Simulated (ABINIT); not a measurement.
# CaO (Lime): changed settings of a GW run in ABINIT

What do changed inputs do to GW on CaO (Lime)?

Main program and level: ABINIT 10.8.3; PBE and many-body steps on it, plane waves.

## 1. The structure

The structure is cubic, space group Fm-3m (No. 225). The conventional cell has a = 4.813 Å, b = 4.813 Å, c = 4.813 Å, α = 90.00°, β = 90.00°, γ = 90.00°. Nearest to Ca lie 6 O at 2.41 Å. Nearest to O lie 6 Ca at 2.41 Å. Farther neighbours and most contacts between anions are not listed.

As a file:

```cif
data_structure
_symmetry_space_group_name_H-M 'Fm-3m'
_symmetry_Int_Tables_number 225
_cell_length_a 4.8130
_cell_length_b 4.8130
_cell_length_c 4.8130
_cell_angle_alpha 90.000
_cell_angle_beta 90.000
_cell_angle_gamma 90.000
_cell_volume 111.49
loop_
_atom_site_label
_atom_site_type_symbol
_atom_site_symmetry_multiplicity
_atom_site_Wyckoff_symbol
_atom_site_fract_x
_atom_site_fract_y
_atom_site_fract_z
_atom_site_occupancy
Ca1 Ca 4 a 0.00000 0.00000 0.00000 1
O1 O 4 b 0.50000 0.00000 0.00000 1
```

The cell and positions come from the Crystallography Open Database and are kept as given unless a step says otherwise.

## 2. Screening, 6×6×6 mesh, 112 bands, screening to 217.7 eV

This step: ABINIT 10.8.3; RPA screening on PBE, plane waves, norm-conserving pseudopotentials.

The RPA dielectric matrix is built and inverted for each q.

File run.abi:

```
acell 3*1.0 Angstrom
rprim 
  -0.000000000000 2.406500000000 2.406500000000
  2.406500000000 -0.000000000000 2.406500000000
  2.406500000000 2.406500000000 -0.000000000000
ntypat 2
znucl 20 8
natom 2
typat 1 2
xred 
  0.000000000000 0.000000000000 0.000000000000
  0.500000000000 0.500000000000 0.500000000000
pp_dirpath "pseudos"
pseudos "Ca.upf, O.upf"
ecut 36
ngkpt 6 6 6
nshiftk 1
shiftk 0 0 0
kptopt 1
chksymbreak 0
istwfk *1
occopt 1
irdwfk 1
optdriver 3
nband 112
ecuteps 8
inclvkb 2
awtr 1
symchi 1
indata_prefix "in"
outdata_prefix "out"
tmpdata_prefix "tmp"
```

Launch:

```bash
OMP_NUM_THREADS=1 mpirun -n 8 abinit run.abi > log
```

The log of the run:

```text
.Version 10.8.3 of ABINIT. v10.8.2 released Aug 2026.

 Symmetries : space group Fm -3 m (#225); Bravais cF (face-center cubic)
[... echo of the input left out ...]
== DATASET  1 ==================================================================
-   mpi_nproc: 8, omp_nthreads: 1 (-1 if OMP is not activated)

--- !DatasetInfo
iteration_state: {dtset: 1, }
dimensions: {natom: 2, nkpt: 16, mband: 112, nsppol: 1, nspinor: 1, nspden: 1, mpw: 1964, }
cutoff_energies: {ecut:  36.0, pawecutdg:  -1.0, }
electrons: {nelect:   1.60000000E+01, charge:   0.00000000E+00, occopt:   1.00000000E+00, tsmear:   1.00000000E-02, }

 SCREENING: Calculation of the susceptibility and dielectric matrices

 Based on a program developped by R.W. Godby, V. Olevano, G. Onida, and L. Reining.
 Incorporated in ABINIT by V. Olevano, G.-M. Rignanese, and M. Torrent.
.Using double precision arithmetic ; gwpc =  8

[... cell and pseudopotentials left out ...]
--------------------------------------------------------------------------------

 ==== K-mesh for the wavefunctions ====
 Number of points in the irreducible wedge :    16
[... list of points left out ...]
 Together with 48 symmetry operations and time-reversal symmetry
 yields   216 points in the full Brillouin Zone.

 ==== Q-mesh for the screening function ====
 Number of points in the irreducible wedge :    16
[... list of points left out ...]
 Together with 48 symmetry operations and time-reversal symmetry
 yields   216 points in the full Brillouin Zone.

 setmesh: FFT mesh size selected  =    25x   25x   25
          total number of points  =        15625

 vcoul_init : cutoff-mode = AUXILIARY_FUNCTION
 q-points for optical limit:   1
     1)      0.000010    0.000020    0.000030

- screening: taking advantage of time-reversal symmetry
- Maximum band index for partially occupied states nbvw = 8
- Remaining bands to be divided among processors   nbcw = 104
- Number of bands treated by each node ~13

 Number of electrons calculated from density =   16.0000; Expected =   16.0000
 average of density, n =  0.085062
 r_s =    1.4106
 omega_plasma =   28.1335 [eV]

 calculating chi0 at frequencies [eV] :
  1    0.000000E+00    0.000000E+00
  2    0.000000E+00    2.813348E+01

--------------------------------------------------------------------------------
  q-point number  1        q = ( 0.000000, 0.000000, 0.000000) [r.l.u.]
--------------------------------------------------------------------------------
[... chi0 elements left out ...]
 For q-point:  0.000010 0.000020 0.000030
  dielectric constant =   3.5689
  dielectric constant without local fields =   3.9226

  Average fulfillment of the sum rule on Im[epsilon] for q-point    1 :     75.53  [%]
[... wings left out ...]
  q-point number  2        q = ( 0.166667, 0.000000, 0.000000) [r.l.u.]
--------------------------------------------------------------------------------
[... chi0 elements left out ...]
  Average fulfillment of the sum rule on Im[epsilon] for q-point    2 :     84.44  [%]

 [... 14 further q-points ...]
```

Elapsed: 31 s, on 8 MPI ranks of Arm Neoverse V2, shared host; peak memory 1.4 GiB; 4.2 min of CPU time.

Numbers from this step:

| Property | Result |
| --- | --- |
| ε∞ with local fields, on this mesh, along the program's q direction | 3.569 |
| the same without local fields | 3.923 |
| plasma frequency | 28.13 eV |
| plane waves in the screening matrix | 181 |

Local fields lower ε∞ by 9 %.

## 3. Base

The self-energy is evaluated for the states that the input lists, and the levels follow from it, in one-shot runs by the linearised quasiparticle equation.

This step: G0W0 on PBE, plane waves, norm-conserving pseudopotentials.

run.abi: that of step 2 with these lines changed.

```diff
@@ -23,8 +23,17 @@
 irdwfk 1
-optdriver 3
+optdriver 4
 nband 112
+gwcalctyp 0
+ecutsigx 36
+symsigma 1
+nkptgw 2
+kptgw 
+  0.0000000000 0.0000000000 0.0000000000
+  0.5000000000 0.5000000000 0.0000000000
+bdgw 
+  6 12
+  7 10
 ecuteps 8
-inclvkb 2
-awtr 1
-symchi 1
+irdscr 1
+ppmodel 1
 indata_prefix "in"
```

The log of the run:

```text
.Version 10.8.3 of ABINIT. v10.8.2 released Aug 2026.

 Symmetries : space group Fm -3 m (#225); Bravais cF (face-center cubic)
[... echo of the input left out ...]
== DATASET  1 ==================================================================
-   mpi_nproc: 8, omp_nthreads: 1 (-1 if OMP is not activated)

--- !DatasetInfo
iteration_state: {dtset: 1, }
dimensions: {natom: 2, nkpt: 16, mband: 112, nsppol: 1, nspinor: 1, nspden: 1, mpw: 1964, }
cutoff_energies: {ecut:  36.0, pawecutdg:  -1.0, }
electrons: {nelect:   1.60000000E+01, charge:   0.00000000E+00, occopt:   1.00000000E+00, tsmear:   1.00000000E-02, }

 SIGMA: Calculation of the GW corrections

 Based on a program developped by R.W. Godby, V. Olevano, G. Onida, and L. Reining.
 Incorporated in ABINIT by V. Olevano, G.-M. Rignanese, and M. Torrent.
.Using double precision arithmetic ; gwpc =  8

[... cell and pseudopotentials left out ...]
--------------------------------------------------------------------------------

 ==== K-mesh for the wavefunctions ====
 Number of points in the irreducible wedge :    16
[... list of points left out ...]
 Together with 48 symmetry operations and time-reversal symmetry
 yields   216 points in the full Brillouin Zone.

 ==== Q-mesh for screening function ====
 Number of points in the irreducible wedge :    16
[... list of points left out ...]
 Together with 48 symmetry operations and time-reversal symmetry
 yields   216 points in the full Brillouin Zone.

 vcoul_init : cutoff-mode = AUXILIARY_FUNCTION
 q-points for optical limit:   1
     1)      0.000010    0.000020    0.000030
 setmesh: FFT mesh size selected  =    36x   36x   36
          total number of points  =        46656

 Number of electrons calculated from density =   16.0000; Expected =   16.0000
 average of density, n =  0.085062
 r_s =    1.4106
 omega_plasma =   28.1335 [eV]

 === KS Band Gaps ===
  >>>> For spin  1
   Minimum direct gap =   4.0368 [eV], located at k-point      :   0.5000  0.5000  0.0000
   Fundamental gap    =   3.6624 [eV], Top of valence bands at :   0.0000  0.0000  0.0000
                                       Bottom of conduction at :   0.5000  0.5000  0.0000
 SIGMA fundamental parameters:
 PLASMON POLE MODEL  1
 number of plane-waves for SigmaX                 1917
 number of plane-waves for SigmaC and W            181
 number of plane-waves for wavefunctions          1917
 number of bands                                   112
 number of independent spin polarizations            1
 number of spinorial components                      1
 number of k-points in IBZ                          16
 number of q-points in IBZ                          16
 number of symmetry operations                      48
 number of k-points in BZ                          216
 number of q-points in BZ                          216
 number of frequencies for dSigma/dE                 9
 frequency step for dSigma/dE [eV]                0.25
 number of omega for Sigma on real axis              0
 max omega for Sigma on real axis  [eV]           0.00
 zcut for avoiding poles [eV]                     0.10

 EPSILON^-1 parameters (SCR file):
 dimension of the eps^-1 matrix on file            181
 dimension of the eps^-1 matrix used               181
 number of plane-waves for wavefunctions          1917
 number of bands                                   112
 number of q-points in IBZ                          16
 number of frequencies                               2
 number of real frequencies                          1
 number of imag frequencies                          1

 matrix elements of self-energy operator (all in [eV])

 Perturbative Calculation

--- !SelfEnergy_ee
iteration_state: {dtset: 1, }
kpoint     : [   0.000,    0.000,    0.000, ]
spin       : 1
KS_gap     :    4.714
QP_gap     :    6.186
Delta_QP_KS:    1.471
data: !SigmaeeData |
     Band     E0 <VxcDFT>   SigX SigC(E0)      Z dSigC/dE  Sig(E)    E-E0       E
        6   5.064 -19.387 -24.633   4.051   0.780  -0.281 -20.320  -0.933   4.132
        7   5.064 -19.387 -24.633   4.051   0.780  -0.281 -20.320  -0.933   4.132
        8   5.064 -19.387 -24.633   4.051   0.780  -0.281 -20.320  -0.933   4.132
        9   9.779 -10.893  -6.430  -3.825   0.845  -0.184 -10.354   0.539  10.317
       10  11.292 -13.900  -7.002  -4.675   0.843  -0.186 -12.025   1.875  13.167
       11  11.292 -13.900  -7.002  -4.675   0.843  -0.186 -12.025   1.875  13.167
       12  11.292 -13.900  -7.002  -4.675   0.843  -0.186 -12.025   1.875  13.167

--- !SelfEnergy_ee
iteration_state: {dtset: 1, }
kpoint     : [   0.500,    0.500,    0.000, ]
spin       : 1
KS_gap     :    4.037
QP_gap     :    6.276
Delta_QP_KS:    2.239
data: !SigmaeeData |
     Band     E0 <VxcDFT>   SigX SigC(E0)      Z dSigC/dE  Sig(E)    E-E0       E
        7   4.690 -18.916 -24.314   4.061   0.781  -0.280 -19.960  -1.045   3.645
        8   4.690 -18.916 -24.314   4.061   0.781  -0.280 -19.960  -1.045   3.645
        9   8.727 -11.430  -5.899  -4.126   0.851  -0.176 -10.235   1.194   9.921
       10  13.087 -16.112  -8.832  -4.752   0.833  -0.201 -14.007   2.105  15.192

== END DATASET(S) ==============================================================
================================================================================

 -outvars: echo values of variables after computation  --------
           etotal      0.0000000000E+00
            nband         112
             nkpt          16
          spgroup         225
 [... the other variables as echoed above ...]

 Calculation completed.
```

The job ended after 6.5 s (8 MPI ranks; peak memory 1.5 GiB; 51 s of CPU time).

This step gave:

* G0W0 gap on the points computed: 5.789 eV
* starting gap on the mesh: 3.662 eV
* k of the valence top: 0, 0, 0
* k of the conduction bottom: 0.5, 0.5, 0
* Z at the valence top: 0.78
* Z at the conduction bottom: 0.851
* least direct G0W0 gap on the computed points: 6.185 eV

The gap on the mesh goes from 3.66 eV to 5.79 eV, a correction of +2.13 eV.

## 4. Fewer bands in the self-energy

run.abi: that of step 3 with these lines changed.

```diff
@@ -24,3 +24,3 @@
 optdriver 4
-nband 112
+nband 28
 gwcalctyp 0
```

The log of the run:

```text
.Version 10.8.3 of ABINIT. v10.8.2 released Aug 2026.

 Symmetries : space group Fm -3 m (#225); Bravais cF (face-center cubic)
[... echo of the input left out ...]
== DATASET  1 ==================================================================
-   mpi_nproc: 8, omp_nthreads: 1 (-1 if OMP is not activated)

--- !DatasetInfo
iteration_state: {dtset: 1, }
dimensions: {natom: 2, nkpt: 16, mband: 28, nsppol: 1, nspinor: 1, nspden: 1, mpw: 1964, }
cutoff_energies: {ecut:  36.0, pawecutdg:  -1.0, }
electrons: {nelect:   1.60000000E+01, charge:   0.00000000E+00, occopt:   1.00000000E+00, tsmear:   1.00000000E-02, }

 SIGMA: Calculation of the GW corrections

 Based on a program developped by R.W. Godby, V. Olevano, G. Onida, and L. Reining.
 Incorporated in ABINIT by V. Olevano, G.-M. Rignanese, and M. Torrent.
.Using double precision arithmetic ; gwpc =  8

[... cell and pseudopotentials left out ...]
--------------------------------------------------------------------------------

 ==== K-mesh for the wavefunctions ====
 Number of points in the irreducible wedge :    16
[... list of points left out ...]
 Together with 48 symmetry operations and time-reversal symmetry
 yields   216 points in the full Brillouin Zone.

 ==== Q-mesh for screening function ====
 Number of points in the irreducible wedge :    16
[... list of points left out ...]
 Together with 48 symmetry operations and time-reversal symmetry
 yields   216 points in the full Brillouin Zone.

 vcoul_init : cutoff-mode = AUXILIARY_FUNCTION
 q-points for optical limit:   1
     1)      0.000010    0.000020    0.000030
 setmesh: FFT mesh size selected  =    36x   36x   36
          total number of points  =        46656

 Number of electrons calculated from density =   16.0000; Expected =   16.0000
[...]
number of omega for Sigma on real axis              0
 max omega for Sigma on real axis  [eV]           0.00
 zcut for avoiding poles [eV]                     0.10

 EPSILON^-1 parameters (SCR file):
 dimension of the eps^-1 matrix on file            181
 dimension of the eps^-1 matrix used               181
 number of plane-waves for wavefunctions          1917
 number of bands                                   112
 number of q-points in IBZ                          16
 number of frequencies                               2
 number of real frequencies                          1
 number of imag frequencies                          1

 matrix elements of self-energy operator (all in [eV])

 Perturbative Calculation

--- !SelfEnergy_ee
iteration_state: {dtset: 1, }
kpoint     : [   0.000,    0.000,    0.000, ]
spin       : 1
KS_gap     :    4.714
QP_gap     :    5.870
Delta_QP_KS:    1.155
data: !SigmaeeData |
     Band     E0 <VxcDFT>   SigX SigC(E0)      Z dSigC/dE  Sig(E)    E-E0       E
        6   5.064 -19.387 -24.633   4.906   0.785  -0.274 -19.654  -0.267   4.798
        7   5.064 -19.387 -24.633   4.906   0.785  -0.274 -19.654  -0.267   4.798
        8   5.064 -19.387 -24.633   4.906   0.785  -0.274 -19.654  -0.267   4.798
[...]
--- !SelfEnergy_ee
iteration_state: {dtset: 1, }
kpoint     : [   0.500,    0.500,    0.000, ]
spin       : 1
KS_gap     :    4.037
QP_gap     :    6.094
Delta_QP_KS:    2.057
data: !SigmaeeData |
     Band     E0 <VxcDFT>   SigX SigC(E0)      Z dSigC/dE  Sig(E)    E-E0       E
[...]
9   8.727 -11.430  -5.899  -3.599   0.854  -0.170  -9.779   1.651  10.378
       10  13.087 -16.112  -8.832  -3.966   0.838  -0.193 -13.333   2.779  15.866

== END DATASET(S) ==============================================================
================================================================================

 -outvars: echo values of variables after computation  --------
           etotal      0.0000000000E+00
            nband          28
             nkpt          16
          spgroup         225
 [... the other variables as echoed above ...]

 Calculation completed.
```

The job ended after 3.4 s (8 MPI ranks; peak memory 1.1 GiB).

This step gave:

```
G0W0 gap on the points computed              : 5.58 eV
starting gap on the mesh                     : 3.662 eV
k of the valence top                         : 0, 0, 0
k of the conduction bottom                   : 0.5, 0.5, 0
Z at the valence top                         : 0.785
Z at the conduction bottom                   : 0.854
least direct G0W0 gap on the computed points : 5.869 eV
```

## 5. No symmetry in the self-energy

run.abi: that of step 4 with these lines changed.

```diff
@@ -24,6 +24,6 @@
 optdriver 4
-nband 28
+nband 112
 gwcalctyp 0
 ecutsigx 36
-symsigma 1
+symsigma 0
 nkptgw 2
```

The log of the run:

```text
.Version 10.8.3 of ABINIT. v10.8.2 released Aug 2026.

 Symmetries : space group Fm -3 m (#225); Bravais cF (face-center cubic)
[... echo of the input left out ...]
== DATASET  1 ==================================================================
-   mpi_nproc: 8, omp_nthreads: 1 (-1 if OMP is not activated)

--- !DatasetInfo
iteration_state: {dtset: 1, }
dimensions: {natom: 2, nkpt: 16, mband: 112, nsppol: 1, nspinor: 1, nspden: 1, mpw: 1964, }
cutoff_energies: {ecut:  36.0, pawecutdg:  -1.0, }
[...]
Band     E0 <VxcDFT>   SigX SigC(E0)      Z dSigC/dE  Sig(E)    E-E0       E
[...]
9   8.727 -11.430  -5.899  -4.126   0.851  -0.176 -10.235   1.194   9.921
       10  13.087 -16.112  -8.832  -4.752   0.833  -0.201 -14.007   2.105  15.192

== END DATASET(S) ==============================================================
================================================================================

 -outvars: echo values of variables after computation  --------
           etotal      0.0000000000E+00
            nband         112
             nkpt          16
          spgroup         225
 [... the other variables as echoed above ...]

 Calculation completed.
```

Wall time 48 s (8 MPI ranks); peak memory 1.5 GiB; 6.3 min of CPU time.

Numbers from this step:

```
G0W0 gap on the points computed              : 5.789 eV
starting gap on the mesh                     : 3.662 eV
k of the valence top                         : 0, 0, 0
k of the conduction bottom                   : 0.5, 0.5, 0
least direct G0W0 gap on the computed points : 6.185 eV
```

Against G0W0 in ABINIT (6×6×6 mesh, 112 bands, screening to 217.7 eV, Godby-Needs plasmon pole), the gap moves by +0.000 eV.

(Continued in part 2 of 3.)

[Paths, hosts, dates, memory and timing lines, banners, echoed tables and standing remarks are left out of the program output.]

[Logs are printed without paths, hosts, clocks, repeated set-up lines and the standing remarks that a program may print on its own settings, such as how far it seeks lower states.]

[Runs of the session that timed out or met a known fault of the program may be left out.]

[Hosts, paths, dates, database ids (printed as entryN), source tags and the programs' standing remarks are cut or masked in the printed files.]

[G0W0 gaps are taken among the corrected bands and points alone; a level outside them can change the order at an edge.]

[Where Ansatz stands beside ABINIT at settings called matched, ABINIT's density can come from a denser mesh and the files from another edition; pairs whose starting gaps differed by over 0.03 eV were left out, so agreement reads better than it is.]
